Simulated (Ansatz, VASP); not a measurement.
# Two plane-wave programs on Ca

INCAR

```
ALGO = Fast
EDIFF = 1E-7
ENCUT = 520
GGA = PE
ISIF = 2
ISMEAR = 0
LASPH = True
LCHARG = True
LELF = True
LREAL = False
LVHAR = True
LWAVE = False
NBANDS = 11
NELM = 60
PREC = Accurate
SIGMA = 0.15
```

The input KPOINTS:

```
k-points
0
Gamma
  16 16 16
```

Contents of POSCAR:

```
Ca
1.0
   -2.2603350262      2.2603350262      2.3059205505
    2.2603350262     -2.2603350262      2.3059205505
    2.2603350262      2.2603350262     -2.3059205505
Ca
1
Direct
    0.5000000000      0.5000000000      0.0000000000
```

Input for Ansatz:

```yaml
crystal:
  lattice:
    - [-2.2603350262, 2.2603350262, 2.3059205505]
    - [2.2603350262, -2.2603350262, 2.3059205505]
    - [2.2603350262, 2.2603350262, -2.3059205505]
  atoms:
    - { symbol: Ca, position: [0.5, 0.5, 0.0] }
basis:
  ecutwfc: 420
kpoints:
  mp_grid: { grid: [16, 16, 16] }
hamiltonian:
  xc: pbe
scf:
  occupations: { method: gaussian, width: 0.15 }
output:
  forces: true
  stress: true
  eigenvalues: true
```

Change from the starting cell: strain +0.025 along x and y, +0.050 along z, atoms carried along.

Alike in both runs: task single point; functional PBE; k mesh 16 × 16 × 16; occupations gaussian, width 0.15 eV; no spin polarisation.

|  | VASP | Ansatz |
| --- | --- | --- |
| version | VASP 6.6.1 | Ansatz 0.2.0 |
| potentials or method | VASP PAW PBE potentials, release 64 (Ca_sv) | scalar-relativistic, plane waves, PAW |
| plane-wave cutoff (eV) | 520 | 420 |
| valence electrons in the cell | 10 | 10 |

```csv
,VASP,Ansatz,Ansatz less VASP
gap on the k mesh at the Fermi level (eV),none,none,-
pressure (GPa),-1.6,-1.6,-0.01
```

A gap of «none» marks a metal or a gap that the smearing closes. The functional is the same, so the differences come from potentials, cutoffs and numerics.
